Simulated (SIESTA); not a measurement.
# CuAu in SIESTA: the effect of functional

The system is CuAu.

```
Au Cu
1.0
     2.81075    0.00000    0.00000
     0.00000    2.81075    0.00000
     0.00000    0.00000    3.68500
Au Cu
1 1
Cartesian
  0.0000 0.0000 0.0000
  1.4054 1.4054 1.8425
```

Alike in all runs:

```yaml
Program: SIESTA 5.4.2
Task: single point
Basis: DZP (energy shift 0.003 Ry; two zetas on semicore shells)
Grid_cutoff: 800 Ry
Energy_shift: 0.003 Ry
k_mesh: 9 × 9 × 7
Occupations: fermi-dirac, width 0.05 eV
Spin: no spin polarisation
```

```csv
functional,potentials or basis,pressure (GPa)
LDA,PseudoDojo 0.4 standard (LDA files),-8.9
PBEsol,PseudoDojo 0.4 standard (PBEsol files),-3.5
AM05,PseudoDojo 0.4 standard (PBEsol files),-4.0
WC,PseudoDojo 0.4 standard (PBEsol files),?
PW91,PseudoDojo 0.4 standard (PBE files),5.0
revPBE,PseudoDojo 0.4 standard (PBE files),8.4
RPBE,PseudoDojo 0.4 standard (PBE files),9.7
BLYP,PseudoDojo 0.4 standard (PBE files),13.9
```

Task: What does the run with functional WC give?

Result: Pressure -2.5 GPa.

Caveats: short orbitals over semicore shells can move pressures by several GPa; the basis of atomic orbitals isn't converged, which shifts pressures, moduli and gaps; the potentials were made for another functional, which shifts forces and pressure (some runs).

Runs at the PBE level aren't shown here.
